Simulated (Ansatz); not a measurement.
## Co under changes of volume

One of the cells (10.640 Å³/atom); the others are scaled copies at fixed shape and fractional positions:

```
Co
1.0
     2.47200    0.00000    0.00000
    -1.23600    2.14081    0.00000
     0.00000    0.00000    4.02114
Co
2
Direct
  0.66667 0.33333 0.75000
  0.33333 0.66667 0.25000
```

* Program: Ansatz 0.2.0
* Functional: LDA
* Potentials or basis: Ansatz PAW
* Cutoff: 420 eV (not typed: the program's choice for these potentials)
* k mesh: 12 × 12 × 7
* Occupations: fermi-dirac, width 0.05 eV
* Spin: collinear spin, ferromagnetic start
* Starting moments: [2.0, 2.0] μB

```tsv
volume (Å³/atom)	energy over the lowest point (meV/atom)	pressure (GPa)	moment (μB per cell)
10.002	0.00	-0.2	2.98
10.215	4.24	-5.7	3.01
10.427	15.46	-10.5	3.04
10.640	32.48	-14.6	3.09
10.853	54.40	-18.2	3.15
11.066	80.70	-21.3	3.20
11.279	?	?	?
```

Question: What does the run at 11.279 Å³/atom give?

Answer: Energy over the lowest point 110.98 meV/atom; pressure -24.2 GPa; moment 3.24 μB per cell.

Worked out: A Birch-Murnaghan fit of order 3 (a polynomial in V^(-2/3)) to the other rows has its minimum at 9.99 Å³/atom, just outside them, with B0 = V·E''(V) = 286 GPa and B' = 6.3 at fixed shape and positions, which overstates the stiffness. It gives 110.45 meV/atom at 11.279 Å³/atom, against the run's 110.98, and -dE/dV = -23.6 GPa, against -24.2. A parabola through the other rows of the moment, of slope 0.34 μB per Å³/atom there, extrapolates to 3.27 μB, against the run's 3.24.

Energies are extrapolated to zero smearing.

Caveats: the PAW data sets come from PBE, with cores solved anew for the run's functional, which leaves a small shift of forces and pressure.
